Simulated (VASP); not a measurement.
# Si (Fd-3m) in VASP: notebook

The runs below take Si through single point, with PBE.

Everything below comes from runs of VASP 6.6.1. Logs are shortened: lines on timing, memory, paths and dates and some standing lists are left out, and cuts for length are marked.

### 1 The structure

The structure is cubic, space group Fd-3m (No. 227). Conventional cell: a = 5.430 Å, b = 5.430 Å, c = 5.430 Å, α = 90.00°, β = 90.00°, γ = 90.00°. Si (site symmetry -43m) has 4 Si at 2.35 Å as nearest neighbours.

### 2 Single point, PBE

File INCAR:

```
ALGO     = Normal         # electronic algorithm
EDIFF    = 1E-7           # SCF threshold, eV
ENCUT    = 520            # plane-wave cutoff, eV
GGA      = PE             # functional
ISIF     = 2              # what is computed and relaxed
ISMEAR   = 0              # smearing method
LASPH    = True           # aspherical terms in the spheres
LCHARG   = False          # write CHGCAR
LREAL    = False          # projectors in reciprocal space
LWAVE    = False          # write WAVECAR
NBANDS   = 11             # bands
NELM     = 100            # most SCF steps
PREC     = Accurate       # precision mode
SIGMA    = 0.05           # smearing width, eV
```

File KPOINTS:

```
k-points
0
Gamma
  14 14 14
```

File POSCAR:

```
Si
1.0
    0.0000000000      2.7150000000      2.7150000000
    2.7150000000      0.0000000000      2.7150000000
    2.7150000000      2.7150000000      0.0000000000
Si
2
Direct
    0.5000000000      0.5000000000      0.5000000000
    0.7500000000      0.7500000000      0.7500000000
```

Potentials or basis: VASP PAW PBE potentials, release 64 (Si).

Launch:

```console
$ cat potpaw_PBE.64/Si/POTCAR > POTCAR
$ mpirun -np 1 vasp_std > vasp.out
```

OUTCAR:

```text
EDIFF = 1E-7
   ENCUT = 520
   GGA = PE
   ISIF = 2
   ISMEAR = 0
   LASPH = True
   LREAL = False
   NELM = 100
   PREC = Accurate

 ion  position               nearest neighbor table
   1  0.500  0.500  0.500-   2 2.35   2 2.35   2 2.35   2 2.35
   2  0.750  0.750  0.750-   1 2.35   1 2.35   1 2.35   1 2.35

  LATTYP: Found a face centered cubic cell.
 ALAT       =     5.4300000000

  Lattice vectors:

 A1 = (   0.0000000000,   2.7150000000,   2.7150000000)
 A2 = (   2.7150000000,   0.0000000000,   2.7150000000)
 A3 = (   2.7150000000,   2.7150000000,   0.0000000000)

Analysis of symmetry for initial positions (statically):
=====================================================================
 Subroutine PRICEL returns:
 Original cell was already a primitive cell.

 Routine SETGRP: Setting up the symmetry group for a
 face centered cubic supercell.

 Subroutine GETGRP returns: Found 48 space group operations
 (whereof 24 operations were pure point group operations)
 out of a pool of 48 trial point group operations.

The static configuration has the point symmetry T_d .
 The point group associated with its full space group is O_h .

Analysis of symmetry for dynamics (positions and initial velocities):
=====================================================================
 Subroutine PRICEL returns:
 Original cell was already a primitive cell.

 Routine SETGRP: Setting up the symmetry group for a
 face centered cubic supercell.

 Subroutine GETGRP returns: Found 48 space group operations
 (whereof 24 operations were pure point group operations)
 out of a pool of 48 trial point group operations.

The dynamic configuration has the point symmetry T_d .
 The point group associated with its full space group is O_h .

 Subroutine INISYM returns: Found 48 space group operations
 (whereof 24 operations are pure point group operations),
 and found     1 'primitive' translations

----------------------------------------------------------------------------------------

                                     Primitive cell

  volume of cell :      40.0258

  direct lattice vectors                    reciprocal lattice vectors
     0.000000000  2.715000000  2.715000000    -0.184162063  0.184162063  0.184162063
     2.715000000  0.000000000  2.715000000     0.184162063 -0.184162063  0.184162063
     2.715000000  2.715000000  0.000000000     0.184162063  0.184162063 -0.184162063

  length of vectors
     3.839589822  3.839589822  3.839589822     0.318978049  0.318978049  0.318978049

  position of ions in fractional coordinates (direct lattice)
     0.500000000  0.500000000  0.500000000
     0.750000000  0.750000000  0.750000000

  ion indices of the primitive-cell ions
   primitive index   ion index
                 1           1
                 2           2

----------------------------------------------------------------------------------------

 KPOINTS: k-points

Automatic generation of k-mesh.
 Grid dimensions read from file:
 generate k-points for:   14   14   14

 Generating k-lattice:

  Cartesian coordinates                     Fractional coordinates (reciprocal lattice)
    -0.013154433  0.013154433  0.013154433     0.071428571  0.000000000  0.000000000
     0.013154433 -0.013154433  0.013154433     0.000000000  0.071428571  0.000000000
     0.013154433  0.013154433 -0.013154433     0.000000000  0.000000000  0.071428571

  Length of vectors
     0.022784146  0.022784146  0.022784146

  Shift w.r.t. Gamma in fractional coordinates (k-lattice)
     0.000000000  0.000000000  0.000000000

 Subroutine IBZKPT returns following result:
 ===========================================

 Found    104 irreducible k-points:

 Following reciprocal coordinates:
            Coordinates               Weight
  0.000000  0.000000  0.000000      1.000000
  0.071429  0.000000  0.000000      8.000000
  0.142857  0.000000  0.000000      8.000000
  0.214286  0.000000  0.000000      8.000000
  0.285714  0.000000  0.000000      8.000000
  0.357143  0.000000  0.000000      8.000000
[... 16 lines left out ...]
  0.214286  0.142857  0.000000     24.000000
  0.285714  0.142857  0.000000     24.000000
 [... further k-points ...]
   k-points           NKPTS =    104   k-points in BZ     NKDIM =    104   number of bands    NBANDS=     11
   number of dos      NEDOS =    301   number of ions     NIONS =      2
   total plane-waves  NPLWV =  27000
   dimension x,y,z NGX =    30 NGY =   30 NGZ =   30
   dimension x,y,z NGXF=    60 NGYF=   60 NGZF=   60
   ions per type =               2
   NGX,Y,Z   is equivalent  to a cutoff of  12.99, 12.99, 12.99 a.u.
   NGXF,Y,Z  is equivalent  to a cutoff of  25.98, 25.98, 25.98 a.u.
 SYSTEM =  unknown system
   PREC   = accura    normal or accurate (medium, high low for compatibility)
   ISTART =      0    job   : 0-new  1-cont  2-samecut
   ICHARG =      2    charge: 1-file 2-atom 10-const
   ISPIN  =      1    spin polarized calculation?
   LNONCOLLINEAR =      F non collinear calculations
   LSORBIT =      F    spin-orbit coupling
   LASPH  =      T    aspherical Exc in radial PAW
   ENCUT  =  520.0 eV  38.22 Ry    6.18 a.u.   7.14  7.14  7.14*2*pi/ulx,y,z
   NELM   =    100;   NELMIN=  2; NELMDL= -5     # of ELM steps
   EDIFF  = 0.1E-06   stopping-criterion for ELM
   LREAL  =      F    real-space projection
   EDIFFG = 0.1E-05   stopping-criterion for IOM
   NSW    =      0    number of steps for IOM
   IBRION =     -1    ionic relax: 0-MD 1-quasi-New 2-CG
   NFREE  =      0    steps in history (QN), initial steepest desc. (CG)
   ISIF   =      2    stress and relaxation
   ISYM   =      2    0-nonsym 1-usesym 2-fastsym
   POTIM  = 0.5000    time-step for ionic-motion
   TEBEG  =    0.0;   TEEND  =   0.0 temperature during run
   PSTRESS=    0.0 pullay stress
   NELECT =       8.0000    total number of electrons
   NUPDOWN=      -1.0000    fix difference up-down
   EMIN   =  10.00;   EMAX   =-10.00  energy-range for DOS
   EFERMI =   0.00;   METHOD = LEGACY
   ISMEAR =     0;   SIGMA  =   0.05  broadening in eV -4-tet -1-fermi 0-gaus
   EFERMI_NEDOS =   21; number of points for ismear=-14 and -15
   IALGO  =     38    algorithm
   IMIX   =      4    mixing-type and parameters
     AMIX     =   0.40;   BMIX     =  1.00
     AMIX_MAG =   1.60;   BMIX_MAG =  1.00
  volume/ion in A,a.u.               =      20.01       135.05
  Fermi-wavevector in a.u.,A,eV,Ry     =   0.957176  1.808800 12.465458  0.916185
  Thomas-Fermi vector in A             =   2.086170
   LORBIT       =      0    0 simple, 1 ext, 2 COOP (PROOUT), +10 PAW based schemes
   GGA     = PE    functional components
   LHFCALC =     F    Hartree Fock is set to
   AEXX    =    0.0000 exact exchange contribution
   IVDW    =     0    specifies the selected vdW correction
   LEPSILON=     F    determine dielectric tensor
   LRPA    =     F    only Hartree local field effects (RPA)
 non-spin polarized calculation
 Gauss-broadening in eV      SIGMA  =   0.05
  energy-cutoff  :      520.00
  volume of cell :       40.03
 maximum number of plane-waves:      1090
 NGX is ok and might be reduce to    30
   NGX = 15   NGY = 15   NGZ = 15

 number of electron       8.0000000 magnetization

 Free energy of the ion-electron system (eV)
  ---------------------------------------------------
  ext. energy  EPLUGINS =         0.00000000
  ---------------------------------------------------
  free energy    TOTEN  =       -10.84464652 eV

  energy without entropy =      -10.84464652  energy(sigma->0) =      -10.84464652

 E-fermi :   6.0763     XC(G=0):  -9.4107

 val. band max:        5.8295177973   @ k =   0.0000   0.0000   0.0000
 cond. band min:       6.4027888612   @ k =   0.4286   0.4286   0.0000
 fundamental gap:      0.5732710638
 Fermi energy:         6.0763081579

 k-point     1 :       0.0000    0.0000    0.0000
  band No.  band energies     occupation
      1      -6.1304      2.00000
      2       5.8295      2.00000
      3       5.8295      2.00000
      4       5.8295      2.00000
      5       8.3955      0.00000
      6       8.3955      0.00000
      7       8.3955      0.00000
      8       9.2078      0.00000
      9      13.5499      0.00000
     10      13.5499      0.00000
     11      13.7914      0.00000

 k-point     2 :       0.0714    0.0000    0.0000
  band No.  band energies     occupation
      1      -6.0635      2.00000
      2       5.1647      2.00000
      3       5.7213      2.00000
      4       5.7213      2.00000
      5       8.4554      0.00000
      6       8.5548      0.00000
      7       8.5548      0.00000
      8       9.6997      0.00000
      9      13.3417      0.00000
     10      13.3417      0.00000
     11      14.0792      0.00000

 k-point     3 :       0.1429    0.0000    0.0000
  band No.  band energies     occupation
      1      -5.8642      2.00000
      2       3.8997      2.00000
      3       5.4727      2.00000
      4       5.4727      2.00000
      5       8.2746      0.00000
      6       8.9169      0.00000
      7       8.9169      0.00000
      8      10.8649      0.00000
      9      12.9912      0.00000
     10      12.9912      0.00000
     11      14.7490      0.00000
[... 267 lines left out ...]
 k-point    23 :       0.2143    0.1429    0.0000
  band No.  band energies     occupation
      1      -5.5321      2.00000
      2       3.2504      2.00000
      3       4.5498      2.00000
      4       4.6083      2.00000
      5       7.6916      0.00000
      6       9.8049      0.00000
      7      10.3067      0.00000
      8      10.4258      0.00000
      9      12.8305      0.00000
     10      14.0625      0.00000
     11      15.8558      0.00000

 k-point    24 :       0.2857    0.1429    0.0000
  band No.  band energies     occupation
      1      -5.1666      2.00000
      2       2.0746      2.00000
      3       4.2765      2.00000
      4       4.3149      2.00000
      5       7.9077      0.00000
      6       9.7499      0.00000
      7      10.3863      0.00000
      8      10.5859      0.00000
      9      14.0124      0.00000
     10      14.3330      0.00000
     11      16.0613      0.00000

 [... further k-points ...]

------------------------ aborting loop because EDIFF is reached ----------------------------------------

  FORCE on cell =-STRESS in cart. coord.  units (eV):
  Direction    XX          YY          ZZ          XY          YZ          ZX
  --------------------------------------------------------------------------------------
  -------------------------------------------------------------------------------------
  Total        0.4941249      0.4941249      0.4941249     -0.0000000     -0.0000000     -0.0000000
  in kB       19.7791604     19.7791604     19.7791604     -0.0000000     -0.0000000     -0.0000000
  external PRESSURE =      19.7791604 kB  Pullay stress =       0.0000000 kB

 VOLUME and BASIS-vectors are now :
 -----------------------------------------------------------------------------
  energy-cutoff  :      520.00
  volume of cell :       40.03
      direct lattice vectors                 reciprocal lattice vectors
     0.000000000  2.715000000  2.715000000    -0.184162063  0.184162063  0.184162063
     2.715000000  0.000000000  2.715000000     0.184162063 -0.184162063  0.184162063
     2.715000000  2.715000000  0.000000000     0.184162063  0.184162063 -0.184162063

 POSITION                                       TOTAL-FORCE (eV/Angst)
 -----------------------------------------------------------------------------------
      2.71500      2.71500      2.71500         0.000000      0.000000      0.000000
      4.07250      4.07250      4.07250        -0.000000     -0.000000     -0.000000
 -----------------------------------------------------------------------------------
    total drift:                                0.000000     -0.000000     -0.000000

  FREE ENERGIE OF THE ION-ELECTRON SYSTEM (eV)
  ---------------------------------------------------
  free  energy   TOTEN  =       -10.8446465195 eV

  energy  without entropy=      -10.8446465195  energy(sigma->0) =      -10.84464652
```

Run time: 80 s. Hardware: 1 thread of AMD EPYC, shared host; peak memory 0.15 GiB.

Results:

- Free energy: -10.8446 eV
- Pressure: 2.0 GPa
- Band gap on the k mesh: 0.57 eV, indirect (least direct gap 2.57 eV)

A k mesh can miss the band edges. Expect the measured gap to be larger: semilocal functionals such as PBE lack the derivative discontinuity.

### 3 Single point, PBE

This run uses another cell than the first one, of 20.46 Å³/atom, 1.022 times its volume.

File INCAR:

```
PREC     = Accurate       # precision mode
ENCUT    = 520            # plane-wave cutoff, eV
EDIFF    = 1E-6           # SCF threshold, eV
ISMEAR   = 0              # smearing method
SIGMA    = 0.05           # smearing width, eV
LREAL    = False          # projectors in reciprocal space
LASPH    = True           # aspherical terms in the spheres
NELM     = 60             # most SCF steps
ALGO     = Normal         # electronic algorithm
ISIF     = 2              # what is computed and relaxed
LWAVE    = False          # write WAVECAR
LCHARG   = False          # write CHGCAR
GGA      = PE             # functional
NBANDS   = 11             # bands
```

File KPOINTS:

```
regular mesh
0
Gamma
  14 14 14
```

File POSCAR:

```
Si
1.0
    0.0000000000      2.7351411825      2.7351411825
    2.7351411825      0.0000000000      2.7351411825
    2.7351411825      2.7351411825      0.0000000000
Si
2
Direct
    0.5000000000      0.5000000000      0.5000000000
    0.7500000000      0.7500000000      0.7500000000
```

Potentials or basis: VASP PAW PBE potentials, release 64 (Si).

Launch:

```console
$ cat potpaw_PBE.64/Si/POTCAR > POTCAR
$ mpirun -np 1 vasp_std > vasp.out
```

Wall time 77 s (1 thread of AMD EPYC, shared host); peak memory 0.15 GiB.

The run converged. Its results:

- Free energy: -10.8499 eV
- Pressure: -0.1 GPa
- Band gap on the k mesh: 0.61 eV, indirect (least direct gap 2.56 eV)

Levels at points of the mesh, in eV from the valence-band top:
```tsv
k point	band 2	band 3	band 4	band 5	band 6	band 7
(0.00, 0.00, 0.00)	0.00	0.00	0.00	2.56	2.56	2.56
(0.50, 0.00, 0.00)	-6.86	-1.18	-1.18	1.46	3.35	3.35
(0.50, 0.50, 0.00)	-7.74	-2.79	-2.79	0.75	0.75	9.93
```

A k mesh can miss the band edges.

[end of part 1 of 2]
